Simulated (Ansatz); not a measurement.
**TiSi2: projected density of states with LDA**

Crystal: TiSi2.

```
CELL_PARAMETERS angstrom
4.37464 0.00000 0.00000
-2.18732 3.78855 0.00000
0.00000 0.00000 2.56101
ATOMIC_POSITIONS crystal
Ti 0.00000 0.00000 0.00000
Si 0.33333 0.66667 0.50000
Si 0.66667 0.33333 0.50000
```

The cell was built by a generator and needn't be a form met in nature.

```yaml
Program: Ansatz 0.2.0
Task: projected density of states
Functional: LDA
Potentials_or_basis: Ansatz PAW
Cutoff: "420 eV (not typed: the program's choice for these potentials)"
k_mesh: 7 × 7 × 10
Occupations: fermi-dirac, width 0.05 eV
Spin: no spin polarisation
```

```yaml
Pressure: -7.1 GPa
Band_gap_on_the_k_mesh: none (metal or under the smearing width)
Density_of_states_at_the_Fermi_level: 2.23 states/eV per cell
```

Stress tensor (GPa, compression positive):
```
-6.52  0.00  0.00
 0.00 -6.52  0.00
 0.00  0.00 -8.23
```

Levels at points of the mesh, in eV from the Fermi level:
```csv
k point,band 6,band 7,band 8,band 9,band 10,band 11,band 12,band 13,band 14,band 15
"(0.00, 0.00, 0.00)",-5.18,-5.18,-5.09,-1.65,-0.90,-0.90,2.83,2.83,3.37,3.37
"(0.00, 0.00, -0.50)",-6.99,-2.30,-2.30,-0.81,-0.81,-0.81,-0.28,-0.28,1.25,4.44
```

States per cell in windows of 1 eV (zero at the Fermi level; states under -8 eV left out):
| from (eV) | total | Ti 3d | Si 3p | Si 3s | Ti 4s |
| --- | --- | --- | --- | --- | --- |
| -8.0 | 0.49 | 0.06 | 0.20 | 0.22 | 0.00 |
| -7.0 | 0.63 | 0.06 | 0.38 | 0.15 | 0.03 |
| -6.0 | 1.07 | 0.09 | 0.80 | 0.11 | 0.04 |
| -5.0 | 1.07 | 0.17 | 0.77 | 0.08 | 0.03 |
| -4.0 | 1.24 | 0.28 | 0.75 | 0.12 | 0.04 |
| -3.0 | 1.51 | 0.48 | 0.77 | 0.14 | 0.07 |
| -2.0 | 1.32 | 0.62 | 0.54 | 0.07 | 0.03 |
| -1.0 | 2.08 | 1.31 | 0.48 | 0.14 | 0.05 |
| 0.0 | 1.69 | 1.02 | 0.30 | 0.17 | 0.06 |
| 1.0 | 2.56 | 1.69 | 0.45 | 0.20 | 0.05 |
| 2.0 | 2.97 | 2.02 | 0.47 | 0.26 | 0.07 |
| 3.0 | 2.41 | 0.93 | 0.73 | 0.24 | 0.17 |
| 4.0 | 1.48 | 0.32 | 0.54 | 0.11 | 0.08 |
| 5.0 | 1.26 | 0.20 | 0.49 | 0.12 | 0.06 |
| 6.0 | 1.01 | 0.10 | 0.44 | 0.09 | 0.08 |
| 7.0 | 0.37 | 0.02 | 0.20 | 0.03 | 0.03 |

Wall time 2.8 s on 2 threads of Arm Neoverse V2, on a shared host, peak memory 0.35 GiB.

Caveat: the PAW data sets come from PBE, with cores solved anew for the run's functional, which leaves a small shift of forces and pressure.
